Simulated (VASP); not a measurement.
Here is a VASP 6.6.1 calculation.

The input INCAR:

```
SYSTEM = CdS
ALGO = Fast
EDIFF = 1E-6
ENCUT = 520
ISIF = 2
ISMEAR = 0
LASPH = .True.
LCHARG = .False.
LREAL = .False.
LWAVE = .False.
NBANDS = 16
NELM = 100
PREC = Accurate
SIGMA = 0.15
```

KPOINTS

```
k-points
0
Gamma
  16 16 16
  0 0 0
```

The input POSCAR:

```
CdS
1.0
    0.0000000000      2.7532440000      2.7532440000
    2.7532440000      0.0000000000      2.7532440000
    2.7532440000      2.7532440000      0.0000000000
Cd S
1 1
Direct
    0.0544811866     -0.0544811866     -0.0544811866
    0.5000000000      0.5000000000      0.5000000000
```

Potentials or basis: VASP PAW LDA potentials, release 64 (Cd, S).

Command:

```console
$ cat potpaw_LDA.64/Cd/POTCAR potpaw_LDA.64/S/POTCAR > POTCAR
$ mpirun -np 1 vasp_std > vasp.out
```

(1) Predict the largest force.

(2) What does it give for the pressure?

(3) What does it give for the band gap on the k mesh?

## Answers

(1) 0.667 eV/Å.

(2) -3.9 GPa.

(3) 0.16 eV, indirect (least direct gap 1.24 eV).
